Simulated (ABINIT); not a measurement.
Set up this calculation in ABINIT 10.8.3 (patched build), as the native input.

* Task: single point
* Functional: PBEsol
* Potentials or basis: JTH PAW PBE v2.0
* Cutoff: 463 eV
* k mesh: 10 × 10 × 10
* Occupations: fermi-dirac, width 0.05 eV
* Spin: no spin polarisation
* Fine-grid cutoff: 925.187 eV
* Exchange and correlation inside the PAW spheres: full angular mesh (pawxcdev 0, this build's default; the released program takes 1)

GaAs:

```
As Ga
1.0
     0.00000    2.82685    2.82685
     2.82685    0.00000    2.82685
     2.82685    2.82685    0.00000
As Ga
1 1
Cartesian
  4.2403 4.2403 4.2403
  0.0000 0.0000 0.0000
```

The input as run:

run.abi

```
# Pseudopotentials
pp_dirpath "./"
pseudos "As.GGA_PBE-JTH.xml, Ga.GGA_PBE-JTH.xml"

# Structure
acell 3*1.0 Angstrom
rprim
     0.0000000000     2.8268500000     2.8268500000
     2.8268500000     0.0000000000     2.8268500000
     2.8268500000     2.8268500000     0.0000000000
ntypat 2
znucl 33 31
natom 2
typat 1 2
xred
     0.7500000000     0.7500000000     0.7500000000
     0.0000000000     0.0000000000     0.0000000000

# Plane-wave basis
ecut 17.0
pawecutdg 34.0

# k points
kptopt 1
ngkpt 10 10 10
nshiftk 1
shiftk 0.0 0.0 0.0

# Exchange and correlation
ixc -116133

# Bands and occupations
nband 18
occopt 3
tsmear 0.05 eV

# SCF cycle
nstep 100
tolvrs 1.0e-9

# Output
iomode 3
prtwf 0
prteig 0
prtebands 0
prtden 1
prtvha 1
prtvclmb 1
prtpot 1
```

Potentials or basis: JTH PAW PBE v2.0.

The run is started by

```console
$ abinit run.abi > log 2>&1
```

Results of the run:

| Property | Result |
| --- | --- |
| Pressure | 0.2 GPa |
| Band gap on the k mesh | 0.44 eV, direct |
| Valence electrons inside the program's atomic spheres | As 12.72; Ga 11.08 |

Caveat: the PAW data sets were made with another functional, which shifts forces and pressure a little.

It took 38 s on 1 thread of Arm Neoverse V1, with other jobs on the host, peak memory 0.12 GiB.
